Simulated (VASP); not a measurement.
Write the native input for VASP 6.6.1 that does the following.

```
Task                   : relaxation of cell and atoms
Functional             : PBE
Potentials or basis    : VASP PAW PBE potentials, release 64 (Si, Ge_d)
Cutoff                 : 520 eV
k mesh                 : 6 × 6 × 3
Occupations            : gaussian, width 0.15 eV
Spin                   : no spin polarisation
Further INCAR settings : PREC = Normal; ALGO = Fast; EDIFF = 0.0001; IBRION = 2; EDIFFG = -0.08; NSW = 24; ISIF = 3
```

The structure of Si3Ge lies in POSCAR:

```
Si3Ge
1.0
    3.4164090700      0.0000000000      0.0000000000
    0.0000000000      3.4164090700      0.0000000000
    0.0000000000      0.0000000000      6.7492514000
Si Ge
3 1
Direct
    0.0000000000      0.5000000000      0.0000000000
    0.5000000000      0.0000000000      0.0000000000
    0.5000000000      0.5000000000      0.5000000000
    0.0000000000      0.0000000000      0.5000000000
```

The cell was built by a generator and needn't be a form met in nature.

One way to write it, as run:

INCAR

```
SYSTEM = Si3Ge
ALGO = Fast
EDIFF = 1E-4
EDIFFG = -0.08
ENCUT = 520
GGA = PE
IBRION = 2
ISIF = 3
ISMEAR = 0
LASPH = .TRUE.
LCHARG = .FALSE.
LREAL = .FALSE.
LWAVE = .FALSE.
NELM = 60
NSW = 24
PREC = Normal
SIGMA = 0.15
```

KPOINTS

```
k-points
0
G
  6 6 3
  0 0 0
```

Potentials or basis: VASP PAW PBE potentials, release 64 (Si, Ge_d).

Run with:

```console
$ cat potpaw_PBE.64/Si/POTCAR potpaw_PBE.64/Ge_d/POTCAR > POTCAR
$ mpirun -np 1 vasp_std > vasp.out
```

Results of the run:

```
Relaxed volume                         : 16.14 Å³/atom
Relaxed cell                           : a = 3.671 Å, b = 3.671 Å, c = 4.791 Å, α = 90.00°, β = 90.00°, γ = 90.00°
Space group after relaxing (to 0.05 Å) : P4/mmm (No. 123)
Energy gained by relaxing              : 233.9 meV/atom
Ionic steps                            : 8
Pressure after relaxing                : -0.3 GPa
```

Caveat: the volume moved by over 15 % at a fixed basis, so the end points are rough.

Wall time 42 s on 1 thread of Intel(R) Xeon(R) Platinum 8488C (Sapphire Rapids) (shared host), peak memory 0.15 GiB.
